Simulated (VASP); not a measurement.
The system is CdSe (Cadmoselite).

```
Cd Se
1.0
     4.30000    0.00000    0.00000
    -2.15000    3.72391    0.00000
     0.00000    0.00000    7.02000
Cd Se
2 2
Cartesian
  0.0000 2.4826 0.0000
  2.1500 1.2413 3.5100
  0.0000 2.4826 2.7027
  2.1500 1.2413 6.2127
```

Base run:

```yaml
Program: VASP 6.6.1
Functional: PBE
Potentials_or_basis: VASP PAW PBE potentials, release 64 (Cd, Se)
Cutoff: 520 eV
k_mesh: 6 × 6 × 3
Occupations: fermi-dirac, width 0.02 eV
Spin: no spin polarisation
```

Its results: band gap on the k mesh 0.70 eV, direct; pressure 3.3 GPa; largest force 0.292 eV/Å.

**Question.** After a change of settings the same cell gave: band gap on the k mesh 1.19 eV, direct; pressure 1.9 GPa; largest force 0.287 eV/Å. Which change was it?
A. functional from PBE to r2SCAN
B. functional from PBE to LDA; potentials or basis from VASP PAW PBE potentials, release 64 (Cd, Se) to VASP PAW LDA potentials, release 64 (Cd, Se)
C. functional from PBE to PBEsol
D. functional from PBE to HSE06; k mesh from 6 × 6 × 3 to 5 × 5 × 3

**Answer.** A.

r2SCAN gives the wider gap, since meta-GGAs in the generalised Kohn-Sham scheme recover part of the derivative discontinuity.

Caveats: an odd mesh through Γ misses points on the zone boundary, where band edges often lie; the PAW data sets were made with another functional, which shifts forces and pressure a little (some runs).

Not every run made on this cell is shown here.
